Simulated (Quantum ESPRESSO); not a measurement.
**Tc under changes of volume**

One of the cells (14.297 Å³/atom); the others are scaled copies at fixed shape and fractional positions:

```
Tc
1.0
     2.74000    0.00000    0.00000
    -1.37000    2.37291    0.00000
     0.00000    0.00000    4.39800
Tc
2
Direct
  0.66667 0.33333 0.75000
  0.33333 0.66667 0.25000
```

- Program: Quantum ESPRESSO 7.5
- Functional: PBEsol
- Potentials or basis: PseudoDojo 0.4.1 SR PBEsol standard
- Cutoff: 1143 eV
- Density cutoff: 4572 eV
- k mesh: 11 × 11 × 6
- Occupations: fermi-dirac, width 0.05 eV
- Spin: no spin polarisation

```tsv
volume (Å³/atom)	energy over the lowest point (meV/atom)	pressure (GPa)
13.440	26.16	15.1
13.726	6.42	7.2
14.011	0.00	0.1
14.297	5.52	-6.2
14.583	21.72	-11.9
14.869	47.47	-16.9
15.155	?	?
```

Task: What does the run at 15.155 Å³/atom give?

Result: Energy over the lowest point 81.76 meV/atom; pressure -21.4 GPa.

Worked out: A Birch-Murnaghan fit of order 3 (a polynomial in V^(-2/3)) to the other rows has its minimum at 14.02 Å³/atom with B0 = V·E''(V) = 327 GPa and B' = 4.5 at fixed shape and positions, which overstates the stiffness. It gives 81.79 meV/atom at 15.155 Å³/atom, against the run's 81.76, and -dE/dV = -21.4 GPa, against -21.4.

Energies are extrapolated to zero smearing.
